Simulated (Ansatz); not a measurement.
Write the native input for Ansatz 0.2.0 that does the following.

```
Task                : single point
Functional          : LDA
Potentials or basis : JTH PAW LDA
Cutoff              : 1800 eV
Density cutoff      : 9000 eV
k mesh              : 7 × 7 × 7
Occupations         : methfessel-paxton, width 0.01 eV
Spin                : no spin polarisation
```

The system is TePb.

```
Pb Te
1.0
     0.00000    3.09622    3.09622
     3.09622    0.00000    3.09622
     3.09622    3.09622    0.00000
Pb Te
1 1
Direct
  0.00000 0.00000 0.00000
  0.50000 0.50000 0.50000
```

The cell isn't the ideal one: volume scaled by 0.88.

These files were run (other wordings do the same):

input.yaml

```yaml
crystal:
  lattice:
    - [0.0, 3.0962155116, 3.0962155116]
    - [3.0962155116, 0.0, 3.0962155116]
    - [3.0962155116, 3.0962155116, 0.0]
  atoms:
    - { symbol: Pb, position_ang: [0.0, 0.0, 0.0] }
    - { symbol: Te, position_ang: [3.096215512, 3.096215512, 3.096215512] }
hamiltonian:
  xc: lda
  pseudopotentials: { kind: paw, xc_functional: lda, accuracy: standard }
kpoints:
  mp_grid: { grid: [7, 7, 7] }
scf:
  occupations: { method: methfessel_paxton, width: 0.01 }
output:
  forces: true
  stress: true
  eigenvalues: true
```

Potentials or basis: JTH PAW LDA.

Command:

```sh
$ ansatz run input.yaml --threads 1 --pin off --max-ram 2560MiB --backend cpu --events-out ev --progress --plain --runs-dir out
```

It gave:

* Pressure: 5.3 GPa

Caveat: this odd mesh misses L, where the gap lies, so gap, dielectric constants and Born charges aren't listed.

Wall time 8.3 s on 1 thread of Arm Neoverse V1 (shared host), peak memory 0.55 GiB.
